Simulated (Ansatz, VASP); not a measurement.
**Hf: VASP beside Ansatz**

```xyz
1
Lattice="-1.7806 1.7806 1.7806 1.7806 -1.7806 1.7806 1.7806 1.7806 -1.7806" Properties=species:S:1:pos:R:3 pbc="T T T"
Hf    0.0000    0.0000    0.0000
```

Change from the starting cell: volume scaled by 0.96.

Alike in both runs: task single point; functional PBEsol; k mesh 10 × 10 × 10; occupations fermi-dirac, width 0.05 eV; no spin polarisation.

|  | VASP | Ansatz |
| --- | --- | --- |
| version | VASP 6.6.1 | Ansatz 0.2.0 |
| potentials or method | VASP PAW PBE potentials, release 64 (Hf_pv) | Ansatz PAW |
| plane-wave cutoff (eV) | 520 | 420 |
| valence electrons in the cell | 10 | 26 |

```tsv
	VASP	Ansatz	Ansatz less VASP
gap on the k mesh at the Fermi level (eV)	none	none	-
pressure (GPa)	-5.9	-5.7	+0.27
```

A gap of «none» marks a metal or a gap that the smearing closes. With one functional, cell and mesh, what is left measures potentials, basis and numerics. The two sets of potentials don't hold the same shells in valence.

Caveats: the PAW data sets were made with another functional, which shifts forces and pressure a little (VASP); the PAW data sets come from PBE, with cores solved anew for the run's functional, which leaves a small shift of forces and pressure (Ansatz). Spin-orbit coupling is left out, which matters for the levels of Hf.
